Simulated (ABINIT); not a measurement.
TaN in ABINIT: the effect of functional

The system is TaN.

```xyz
2
Lattice="0.0000 2.2113 2.2113 2.2113 0.0000 2.2113 2.2113 2.2113 0.0000" Properties=species:S:1:pos:R:3 pbc="T T T"
Ta    2.2113    2.2113    2.2113
N     0.0000    0.0000    0.0000
```

The cell comes from a database or a generator and needn't be the stable form of this composition.

Alike in all runs:

```yaml
Program: ABINIT 10.8.3 (patched build)
Task: single point
Potentials_or_basis: JTH PAW PBE v2.0
Cutoff: 844 eV
k_mesh: 10 × 10 × 10
Occupations: fermi-dirac, width 0.05 eV
Spin: no spin polarisation
```

**Question.** One run gave: pressure -16.8 GPa. Which functional did it use?
A. LDA
B. PBE
C. revPBE
D. PW91
E. r2SCAN

**Answer.** A.

| functional | pressure (GPa) |
| --- | --- |
| PBE | -1.6 |
| LDA | -16.8 |
| PBEsol | -10.5 |
| RPBE | 2.9 |
| BLYP | 10.0 |
| AM05 | -12.3 |
| r2SCAN | -3.9 |
| SCAN | -8.1 |
| revPBE | 1.7 |
| PW91 | -1.5 |
| WC | -9.0 |

Caveats: the highest band is partly filled, so the run has too few bands; the PAW data sets were made with another functional, which shifts forces and pressure a little (some runs).
